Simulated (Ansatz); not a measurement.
## Two Ansatz runs on Na

Structure from Materials Project entry mp-127 (possibly hypothetical), not relaxed further. The listed cell was then made from it by scaling, straining or moving an atom.

First run: DFT, PBEsol, all-electron LAPW, scalar-relativistic (Ansatz 0.2.0).

Command: `ansatz run input.yaml --threads 1 --pin off --max-ram 2048MiB --backend cpu --events-out ev --progress --plain --runs-dir out` The run took 5.1 s on 1 thread of Intel(R) Xeon(R) Platinum 8488C (Sapphire Rapids), with other jobs on the host.

```yaml
crystal:
  lattice:
    - [-2.1250670667, 2.1040267987, 2.1040267987]
    - [2.1040267987, -2.1250670667, 2.1040267987]
    - [2.1040267987, 2.1040267987, -2.1250670667]
  atoms:
    - { symbol: Na, position: [0.0, 0.0, 0.0] }
kpoints:
  mp_grid: { grid: [12, 12, 12] }
scf:
  occupations: { method: fermi_dirac, width: 0.05 }
hamiltonian:
  xc: pbesol
  pseudopotentials: { kind: all_electron, lapw: { basis_error: 0.00025 } }
output:
  forces: true
  stress: true
  eigenvalues: true
```

Result: converged; pressure -0.19 GPa; 6 SCF iterations.

A second run of a changed input logged this at its end:

```
SCF iter  54: F=—  HF=-4409.533600 eV  |F-HF|=—  |Δ(HF+E_count)|=  1.82e-12  Δρ=2.20e-9  dr2=9.29e-16  ethr=1.00e-12  ⟨swp⟩=1.0  Hψ=3994  notcnv=0
SCF iter  55: F=—  HF=-4409.533600 eV  |F-HF|=—  |Δ(HF+E_count)|=  3.64e-12  Δρ=2.22e-9  dr2=9.28e-16  ethr=1.00e-12  ⟨swp⟩=1.0  Hψ=3994  notcnv=0
SCF iter  56: F=—  HF=-4409.533600 eV  |F-HF|=—  |Δ(HF+E_count)|=  5.46e-12  Δρ=2.18e-9  dr2=9.07e-16  ethr=1.00e-12  ⟨swp⟩=1.0  Hψ=3994  notcnv=0
SCF iter  57: F=—  HF=-4409.533600 eV  |F-HF|=—  |Δ(HF+E_count)|=  1.82e-12  Δρ=2.17e-9  dr2=9.01e-16  ethr=1.00e-12  ⟨swp⟩=1.0  Hψ=3994  notcnv=0
SCF iter  58: F=—  HF=-4409.533600 eV  |F-HF|=—  |Δ(HF+E_count)|=    0.00e0  Δρ=2.19e-9  dr2=9.22e-16  ethr=1.00e-12  ⟨swp⟩=1.0  Hψ=3994  notcnv=0
SCF iter  59: F=—  HF=-4409.533600 eV  |F-HF|=—  |Δ(HF+E_count)|=  1.82e-12  Δρ=2.17e-9  dr2=8.99e-16  ethr=1.00e-12  ⟨swp⟩=1.0  Hψ=3994  notcnv=0
SCF iter  60: F=—  HF=-4409.533600 eV  |F-HF|=—  |Δ(HF+E_count)|=  9.09e-13  Δρ=2.18e-9  dr2=9.16e-16  ethr=1.00e-12  ⟨swp⟩=1.0  Hψ=3994  notcnv=0
Error: did not converge after 60 iterations: onsite_residual = 1.62e-15 (threshold 1.00e-20), under the density mixer `msr1`, which `scf.mixing.algorithm: auto` chose by the deck's other keys (type `scf.mixing.algorithm: msr1` to keep it); raise `scf.max_iter`, which need not help a stalled SCF, or adjust the mixing (`scf.mixing`) or, under a smearing, its width (`scf.occupations.width`, in either direction: another width is another result); this SCF holds its density and magnetisation to the symmetry operations that it keeps, and cannot end on a state that breaks one of them: if the state sought breaks one, re-run with `crystal.symmetry.detect: false`, without `crystal.symmetry.time_reversal: true`, on a non-collinear deck whose state breaks time reversal, with `crystal.symmetry.time_reversal: false` beside it (there exact exchange or a DFT+U term alone can polarise the run; a magnetic state wants starting moments), where the deck allows it (that run may end on another state, and need not converge either) — the other mixer that `auto` picks from is left to try (`scf.mixing.algorithm: broyden`); it can need more iterations, either can converge an SCF that the other leaves open, and the two can end on different states; the input reference at `scf.mixing.algorithm` says more, and from which start to try it
```

Problem. What was wrong with the input?

Solution. A threshold that can't be met, by this change (others could give a like log):
```diff
@@ -10,4 +10,6 @@
 scf:
   occupations: { method: fermi_dirac, width: 0.05 }
+  convergence: { dr2_threshold: 1.0e-20 }
+  max_iter: 60
 hamiltonian:
   xc: pbesol
```
